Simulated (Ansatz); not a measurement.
Energy landscape near a TiAl structure

Level of theory: DFT PBE, scalar-relativistic, plane waves, PAW (Ansatz 0.2.0).

Settings: cutoff 420 eV, Γ-centred mesh 18×18×10 on the computed 2-atom cell, Gaussian smearing of 0.10 eV; no spin polarisation.

Reference cell:

```yaml
crystal:
  lattice:
    - [2.86726, 0.00000, 0.00000]
    - [-1.43363, 2.48312, 0.00000]
    - [0.00000, 0.00000, 4.67808]
  atoms:
    - { symbol: Ti, position: [0.00000, 0.00000, 0.00000] }
    - { symbol: Al, position: [0.33333, 0.66667, 0.50000] }
```

Each variant moves atoms of this cell by the vectors given, if any (Å), and then applies a symmetric strain (tensor components, Cartesian axes). The reference cell isn't relaxed at this level. Energies are per atom at zero smearing, counted from the reference cell. Pressure is positive in compression.

1. strain (xx yy zz yz xz xy, %) 1.86 1.86 4.86 0.00 0.00 0.00
2. strain (xx yy zz yz xz xy, %) -1.22 -1.22 -4.22 0.00 0.00 0.00
3. strain (xx yy zz yz xz xy, %) -2.12 -2.12 -0.62 0.00 0.00 0.00
4. strain (xx yy zz yz xz xy, %) 4.14 4.14 1.14 0.00 0.00 0.00
5. strain (xx yy zz yz xz xy, %) -1.00 -1.00 -10.00 0.00 0.00 0.00
6. strain (xx yy zz yz xz xy, %) 1.06 1.06 2.56 0.00 0.00 0.00
7. strain (xx yy zz yz xz xy, %) 1.04 1.04 -1.96 0.00 0.00 0.00
8. strain (xx yy zz yz xz xy, %) 3.66 3.66 5.16 0.00 0.00 0.00
9. strain (xx yy zz yz xz xy, %) 3.74 3.74 6.74 0.00 0.00 0.00
10. strain (xx yy zz yz xz xy, %) -0.97 -0.97 -9.97 0.00 0.00 0.00
11. strain (xx yy zz yz xz xy, %) 5.14 5.14 3.64 0.00 0.00 0.00
12. strain (xx yy zz yz xz xy, %) 2.38 2.38 -3.62 0.00 0.00 0.00

The reference cell has pressure 0.23 GPa, largest force 0.000 eV/Å and gap none (metal).

```
variant  ΔE (meV/atom) P (GPa) largest force (eV/Å) gap on mesh (eV) space group
      1           44.3    -7.55                  0.00                 0        P-6m2
      2              ?        ?                     ?                 ?            ?
      3           16.7     5.84                  0.00                 0        P-6m2
      4              ?        ?                     ?                 ?            ?
      5          153.0    19.82                  0.00                 0        P-6m2
      6           13.7    -4.41                  0.00                 0        P-6m2
      7            1.3     0.51                  0.00                 0        P-6m2
      8              ?        ?                     ?                 ?            ?
      9          103.7   -11.14                  0.00                 0        P-6m2
     10          151.3    19.66                  0.00                 0        P-6m2
     11              ?        ?                     ?                 ?            ?
     12           10.4     0.02                  0.00                 0        P-6m2
```

**Question.** Give the withheld rows.

**Answer.**
| variant | ΔE (meV/atom) | P (GPa) | largest force (eV/Å) | gap on mesh (eV) | space group |
| --- | --- | --- | --- | --- | --- |
| 2 | 32.7 | 9.02 | 0.00 | 0 | P-6m2 |
| 4 | 41.0 | -7.80 | 0.00 | 0 | P-6m2 |
| 8 | 77.7 | -10.11 | 0.00 | 0 | P-6m2 |
| 11 | 89.0 | -10.83 | 0.00 | 0 | P-6m2 |